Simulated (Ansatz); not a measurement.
# Moving the functional in PtAl2

```cif
data_structure
_symmetry_space_group_name_H-M 'Fm-3m'
_symmetry_Int_Tables_number 225
_cell_length_a 5.9100
_cell_length_b 5.9100
_cell_length_c 5.9100
_cell_angle_alpha 90.000
_cell_angle_beta 90.000
_cell_angle_gamma 90.000
_cell_volume 206.43
loop_
_atom_site_label
_atom_site_type_symbol
_atom_site_symmetry_multiplicity
_atom_site_Wyckoff_symbol
_atom_site_fract_x
_atom_site_fract_y
_atom_site_fract_z
_atom_site_occupancy
Pt1 Pt 4 a 0.00000 0.00000 0.00000 1
Al1 Al 8 c 0.25000 0.25000 0.75000 1
```

Kept alike: task band structure; k mesh 8 × 8 × 8; occupations fermi-dirac, width 0.05 eV; no spin polarisation. Program: Ansatz, all-electron LAPW, scalar-relativistic. The mesh is that of the run's cell of 3 atoms. No spin-orbit coupling.

| run | pressure (GPa) |
| --- | --- |
| A | -0.92 |
| B | 2.49 |
| C | -3.91 |

Pressure is positive in compression. For a metal such a mesh leaves the last digits unconverged.

Problem. The runs differ in the functional alone: LDA; PBE; PBEsol. Which run is which?

Solution. Run A is PBEsol; run B is PBE; run C is LDA. The pressure runs from -3.91 (LDA) to 2.49 GPa (PBE). From PBE: LDA -6.40; PBEsol -3.41. A positive pressure means that the functional's own cell is larger than the one given, a negative one that it is smaller.
